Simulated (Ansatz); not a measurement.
# Trial inputs on ZnSe

The reference input for Ansatz (plane-wave DFT with PAW):

```yaml
crystal:
  lattice:
    - [0.0, 2.8324425407, 2.8324425407]
    - [2.8324425407, 0.0, 2.8324425407]
    - [2.8324425407, 2.8324425407, 0.0]
  atoms:
    - { symbol: Zn, position: [0.0, 0.0, 0.0] }
    - { symbol: Se, position: [0.75, 0.75, 0.75] }
basis:
  ecutwfc: 420
kpoints:
  mp_grid: { grid: [4, 4, 4] }
hamiltonian:
  xc: pbe
scf:
  occupations: { method: gaussian, width: 0.1 }
output:
  forces: true
  stress: true
  eigenvalues: true
```

Command:

```bash
ansatz run input.yaml --threads 1 --pin off --max-ram 1331MiB --backend cpu --events-out ev --progress --plain --runs-dir out
```

The run converges in 6 SCF iterations on 8 irreducible k-points: pressure 2.54 GPa, gap on the sampled k-points 1.28 eV.

The inputs are trials, many of them unsound on purpose. Their numbers show the effect of the settings and aren't properties of the material. Each trial's input is given as a difference from the reference's; energies are extrapolated to zero smearing where there is one, and pressure is positive in compression. Charged cells sit in a uniform background, and their pressures hang on that convention.

Problem. Trial 1:

```diff
 kpoints:
-  mp_grid: { grid: [4, 4, 4] }
+  mp_grid: { grid: [2, 2, 3] }
 scf:
-  occupations: { method: gaussian, width: 0.1 }
+  occupations: { method: methfessel_paxton, width: 0.028 }
+  n_extra_bands: 3
+  convergence: { dr2_threshold: "1e-6 eV" }
```

What does the program give?

Solution. The run converges in 6 SCF iterations on 6 irreducible k-points: energy 360 meV per atom above the reference, pressure 5.22 GPa, largest force 0.277 eV/Å, gap on the sampled k-points 1.22 eV. It warns that the SCF threshold is loose for the forces; that the SCF threshold is loose for the stress; that the mesh lowers the symmetry.

Problem. Trial 2:

```diff
+total_charge: -0.1
 scf:
+  convergence: { dr2_threshold: "1e-2 eV" }
```

How does this run end?

Solution. The run converges in 6 SCF iterations on 8 irreducible k-points: pressure 3.84 GPa (with the neutralising background of the charged cell), no gap. It warns that the SCF threshold is loose for the forces; that the SCF threshold is loose for the stress.

Problem. Trial 3:

```diff
-basis:
-  ecutwfc: 420
+basis: {}
 kpoints:
-  mp_grid: { grid: [4, 4, 4] }
+  mp_grid: { grid: [1, 1, 1], shift: [0.5, 0.5, 0.5] }
 scf:
-  occupations: { method: gaussian, width: 0.1 }
+  occupations: { method: methfessel_paxton, width: "0.005 Ry" }
+  eigensolver: { mixed_precision: false }
+  max_iter: 300
 output:
-  forces: true
+  forces: false
+  optics: { e_range: [0, 10], sigma: 0.2 }
```

What does the program give?

Solution. The run converges in 10 SCF iterations on 1 irreducible k-point: energy 748 meV per atom above the reference, pressure 8.33 GPa, gap on the sampled k-points 3.17 eV.

Problem. Trial 4 (volume scaled):

```diff
 crystal:
   lattice:
-    - [0.0, 2.8324425407, 2.8324425407]
-    - [2.8324425407, 0.0, 2.8324425407]
-    - [2.8324425407, 2.8324425407, 0.0]
+    - [0.0, 3.0099193376, 3.0099193376]
+    - [3.0099193376, 0.0, 3.0099193376]
+    - [3.0099193376, 3.0099193376, 0.0]
```

What does the program give?

Solution. The run converges in 6 SCF iterations on 8 irreducible k-points: energy 66.4 meV per atom above the reference, pressure -5.77 GPa, gap on the sampled k-points 0.60 eV.

Problem. Trial 5:

```diff
 crystal:
   atoms:
-    - { symbol: Zn, position: [0.0, 0.0, 0.0] }
+    - { symbol: Zn, position: [0.0, 0.0, 0.0], spin: 4.0 }
+total_charge: -2
 basis:
-  ecutwfc: 420
+  ecutwfc: 360
 kpoints:
-  mp_grid: { grid: [4, 4, 4] }
+  mp_grid: { grid: [1, 1, 1] }
 scf:
-  occupations: { method: gaussian, width: 0.1 }
+  occupations: { method: fermi_dirac, width: 0.035 }
+  lower_state_search: "off"
 output:
+  populations: true
+magnetization:
+  spin_polarized: true
+  magnetic_field: 1
```

How does this run end?

Solution. The run converges in 17 SCF iterations on 1 irreducible k-point: pressure 90.09 GPa (with the neutralising background of the charged cell), gap on the sampled k-points 3.88 eV, cell moment 0.00 μB (in the typed magnetic field). It warns that the cutoff lies under the recommended one, 420 eV for these potentials; that the starting moments were lost.

Problem. Trial 6:

```diff
+total_charge: 1
 scf:
+  n_extra_bands: 2
```

What does the program give?

Solution. The run converges in 10 SCF iterations on 8 irreducible k-points: pressure 1.13 GPa (with the neutralising background of the charged cell), no gap.